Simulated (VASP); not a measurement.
A run of VASP 6.6.1 is set up as follows.

INCAR

```
PREC = Accurate
ENCUT = 630
EDIFF = 1E-6
ISMEAR = -1
SIGMA = 0.05
LREAL = False
LASPH = True
NELM = 100
ALGO = Normal
ISIF = 3
LWAVE = False
LCHARG = False
GGA = PE
IBRION = 2
NSW = 40
EDIFFG = -0.005
```

File KPOINTS:

```
Automatic mesh
0
Gamma
  8 8 8
```

File POSCAR:

```
InAs
1.0
    0.0000000000      3.0180000000      3.0180000000
    3.0180000000      0.0000000000      3.0180000000
    3.0180000000      3.0180000000      0.0000000000
In As
1 1
Direct
    0.0000000000      0.0000000000      0.0000000000
    0.7500000000      0.7500000000      0.7500000000
```

Potentials or basis: VASP PAW PBE potentials, release 64 (In_d_GW, As_GW).

Run with:

```sh
$ cat potpaw_PBE.64/In_d_GW/POTCAR potpaw_PBE.64/As_GW/POTCAR > POTCAR
$ mpirun -np 1 vasp_std > vasp.out
```

(1) Estimate the space group after relaxing (to 0.05 Å).

(2) Predict the relaxed volume.

Answers

(1) F-43m (No. 216).

(2) 29.58 Å³/atom.
